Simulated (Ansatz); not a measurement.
Results of B3LYP (VWN-RPA form) (plane waves, PAW; Ansatz, an electronic-structure program) for tetradymite Sb2Te3.

Run with plane-wave cutoff 460 eV, 6×6×6 k mesh, Fermi–Dirac smearing 0.01 eV, scalar-relativistic PAW data made under PBE.

Cell (measured lattice):

Space group R-3m, hexagonal axes (No. 166); a = b = 4.256 Å, c = 30.363 Å, α = β = 90.00°, γ = 120.00°

```
atom  site  symmetry       x       y       z
----  ----  --------  ------  ------  ------
Sb      6c        3m  0.0000  0.0000  0.3983
Te      3a       -3m  0.0000  0.0000  0.0000
Te      6c        3m  0.0000  0.0000  0.2119
```
(The calculation used a cell of 5 atoms; values per cell refer to that cell.)

Q: What does this level give for the band gap?

A: 
* **band gap**: 0.60 eV (on the SCF k mesh)

Measured, for comparison: band gap 0.3 eV (temperature not stated, no zero-point or thermal correction, compiled measured gap; kind and temperature not stated, our sources range from 0.17 to 0.30; as tabulated in Kothakonda et al. (2022), arXiv:2208.02841).

Note: cell and atoms aren't relaxed at this level (largest force component 0.19 eV/Å, pressure 4.5 GPa).

Spin–orbit coupling is not included; with these elements it can move the gap by several tenths of an eV or more.

Computed values are for the static lattice.

The result took around 18 core-minutes (rough).
